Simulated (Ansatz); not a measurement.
Crystal: SiNi2.

```
Ni Si
1.0
     3.83600    0.00000    0.00000
    -1.91800    3.32207    0.00000
     0.00000    0.00000    4.94800
Ni Si
4 2
Direct
  0.66667 0.33333 0.75000
  0.33333 0.66667 0.25000
  0.00000 0.00000 0.50000
  0.00000 0.00000 0.00000
  0.66667 0.33333 0.25000
  0.33333 0.66667 0.75000
```

| Property | Result |
| --- | --- |
| Program | Ansatz 0.2.0 |
| Task | relaxation of cell and atoms |
| Functional | PBEsol |
| Potentials or basis | Ansatz PAW |
| Cutoff | 420 eV (not typed: the program's choice for these potentials) |
| k mesh | 6 × 6 × 5 |
| Occupations | fermi-dirac, width 0.05 eV |
| Spin | collinear spin, ferromagnetic start |
| Starting moments | [1.0, 1.0, 1.0, 1.0, 0.0, 0.0] μB |

At the start: volume 10.51 Å³/atom.

**Question.** Where does the relaxation end?

**Answer.** It ends after 5 steps and the volume is 10.62 Å³/atom (+1.0 %); space group P6_3/mmc (No. 194, to 0.05 Å); moment 0.00 μB per cell.

The path:
```csv
step,energy change (eV),largest force (eV/Å),volume (Å³)
1,0.0000,0.0000,63.05
2,-0.0099,0.0000,63.40
3,-0.0144,0.0000,63.70
4,-0.0144,0.0000,63.70
5,-0.0146,0.0000,63.70
```

Final structure:
```cif
data_structure
_symmetry_space_group_name_H-M 'P 1'
_symmetry_Int_Tables_number 1
_cell_length_a 3.8679
_cell_length_b 3.8679
_cell_length_c 4.9164
_cell_angle_alpha 90.000
_cell_angle_beta 90.000
_cell_angle_gamma 120.000
_cell_volume 63.70
loop_
_atom_site_label
_atom_site_type_symbol
_atom_site_fract_x
_atom_site_fract_y
_atom_site_fract_z
_atom_site_occupancy
Ni1 Ni 0.66667 0.33333 0.75000 1
Ni2 Ni 0.33333 0.66667 0.25000 1
Ni3 Ni 0.00000 0.00000 0.50000 1
Ni4 Ni 0.00000 0.00000 0.00000 1
Si1 Si 0.66667 0.33333 0.25000 1
Si2 Si 0.33333 0.66667 0.75000 1
```

Caveat: the plane-wave basis is chosen anew once the cell has moved, so the energies of steps on either side of that aren't comparable; the PAW data sets come from PBE, with cores solved anew for the run's functional, which leaves a small shift of forces and pressure; the starting moments weren't kept.
